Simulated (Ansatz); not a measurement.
## Ti under strain

All numbers below come from Ansatz, DFT PBEsol, scalar-relativistic, plane waves, PAW. Run with 420 eV cutoff, 18×18×14 k-mesh, Gaussian smearing of 0.10 eV, no spin polarisation.

Starting point, cell and atoms relaxed:

```
CELL_PARAMETERS angstrom
2.02792 2.02792 0.00000
-2.02792 2.02792 0.00000
0.00000 0.00000 4.05584
ATOMIC_POSITIONS crystal
Ti 0.00000 0.00000 0.00000
Ti 0.50000 0.50000 0.50000
```

Deformation: c alone is stretched, the rest of the cell is held and the atoms relax, all within the symmetry that the strain leaves. Energies are extrapolated to zero smearing.

| strain (%) | ΔE (meV/atom) | a (Å) | b (Å) | c (Å) |
| --- | --- | --- | --- | --- |
| -6.0 | 27.8 | 2.868 | 2.868 | 3.812 |
| -4.0 | 12.1 | 2.868 | 2.868 | 3.894 |
| -2.0 | 3.1 | 2.868 | 2.868 | 3.975 |
| +0.0 | 0.0 | 2.868 | 2.868 | 4.056 |
| +2.0 | 3.1 | 2.868 | 2.868 | 4.137 |
| +4.0 | 11.5 | 2.868 | 2.868 | 4.218 |
| +6.0 | 24.6 | 2.868 | 2.868 | 4.299 |

Q: What stiffness (1/V) d²E/dε² at zero strain does a cubic fit over all points give?

A: A cubic fit gives (1/V) d²E/dε² = 139 GPa at zero strain (the elastic constant along c at held a and b).

This fcc form isn't the element's structure at ambient conditions.